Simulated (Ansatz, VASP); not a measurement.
**Sb in VASP and in Ansatz**

```xyz
1
Lattice="-1.8460 1.8460 1.8460 1.8460 -1.8460 1.8460 1.8460 1.8460 -1.8460" Properties=species:S:1:pos:R:3 pbc="T T T"
Sb    0.0000    0.0000    0.0000
```

Change from the starting cell: volume scaled by 0.96.

Alike in both runs: task single point; functional PBE; k mesh 10 × 10 × 10; occupations fermi-dirac, width 0.05 eV; no spin polarisation.

|  | VASP | Ansatz |
| --- | --- | --- |
| version | VASP 6.6.1 | Ansatz 0.2.0 |
| potentials or method | VASP PAW PBE potentials, release 64 (Sb) | Ansatz PAW |
| plane-wave cutoff (eV) | 520 | 420 |
| valence electrons in the cell | 5 | 15 |

Ansatz gave:

| Item | Value |
| --- | --- |
| gap on the k mesh at the Fermi level (eV) | none |
| pressure (GPa) | 6.4 |

What did VASP give for the same quantities?

gap on the k mesh at the Fermi level (eV): none; pressure (GPa): 6.3.

A gap of «none» marks a metal or a gap that the smearing closes. The two sets of potentials don't hold the same shells in valence.

Spin-orbit coupling is left out, which matters for the levels of Sb.
